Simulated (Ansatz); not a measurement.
A field-response calculation (clamped ions) of BeS built on the zincblende prototype with Ansatz, at the level r2SCAN. The cell was relaxed with r2SCAN and then strained (isotropic -2.0 % on every length), with the atoms relaxed again with r2SCAN; k points keep the names of the unstrained zone.

input.yaml:
```yaml
crystal:
  lattice:
    - [0.0, 2.3856201057, 2.3856201057]
    - [2.3856201057, 0.0, 2.3856201057]
    - [2.3856201057, 2.3856201057, 0.0]
  atoms:
    - { symbol: Be, position: [0.0, 0.0, 0.0] }
    - { symbol: S, position: [0.25, 0.25, 0.25] }
kpoints:
  mp_grid: { grid: [8, 8, 8] }
hamiltonian:
  xc: r2scan
scf:
  occupations: { method: fixed }
dielectric: {}
```

Command: `ansatz run input.yaml --threads 2 --pin off --max-ram 29491MiB --backend cpu --events-out ev --progress --plain --runs-dir out`. Wall time 18 s on 2 threads of AMD EPYC 7R13 Processor (Zen 3), on a shared host; peak host memory 0.66 GiB.

Abridged output:
```
Functional definition: r2SCAN
Crystal: 2 atoms, lattice volume = 27.154 Å³
Basis set: ecut = 500 eV, 701 PW (Γ)
Bands: 8, of which v1, the nominal top of the filled ones, is band 4 counted from 1 (3 counted from 0)
Symmetry: 24 space group operations
k-points: 95 of 512 (irreducible under 4 space group operations, time reversal used)
SCF 1 converged in 8 iterations: F = -1001.562728 eV  dr2 = 2.26e-11
SCF 1 converged in 3 iterations: F = -1001.562850 eV  dr2 = 8.76e-10
Free energy (F): -1001.562728 eV
Fermi energy:    5.714789 eV
--- Band table (eV; the first three rows and the last of 95) ---
  k-point 0: bands = [-8.9394, 5.7148, 5.7148, 5.7148, 11.9050, 11.9050, 11.9050, 12.8550]
  k-point 1: bands = [-8.7417, 4.4393, 5.4963, 5.4963, 12.0253, 12.2987, 12.2987, 14.0271]
  k-point 2: bands = [-8.1941, 2.1570, 5.0612, 5.0612, 12.0270, 12.8763, 12.8763, 16.2112]
  k-point 94: bands = [-6.4282, 1.1022, 1.4625, 2.0564, 12.7077, 14.3728, 15.1369, 15.4550]
--- Dielectric response (ions clamped): 3 representative field directions + reference, inside a basis on a mesh of 512 k-points ---
  ε∞ (high-frequency dielectric tensor):
        5.044525     0.000000     0.000000
        0.000000     5.044525     0.000000
        0.000000     0.000000     5.044525
  Born effective charges Z* (e; rows j = field, columns β = displacement):
    site 0:
         1.59653    0.00000    0.00000
         0.00000    1.59653    0.00000
         0.00000    0.00000    1.59653
    site 1:
        -1.59653    0.00000    0.00000
         0.00000   -1.59653    0.00000
         0.00000    0.00000   -1.59653
  ε∞ is read to err by 1.3e-2, Z* by 6.5e-3 e
```

The rows of the band table are 0: (0, 0, 0) = Γ, 1: (0, 0, 1/8), 2: (0, 0, 1/4), 94: (-1/2, 1/4, -1/4) = W.

The electronic dielectric tensor ε∞ is 5.04 in all directions. Born charges, averaged over directions: Be +1.60, S -1.60 e.

The values are computed, spin-unpolarised, and not measurements.
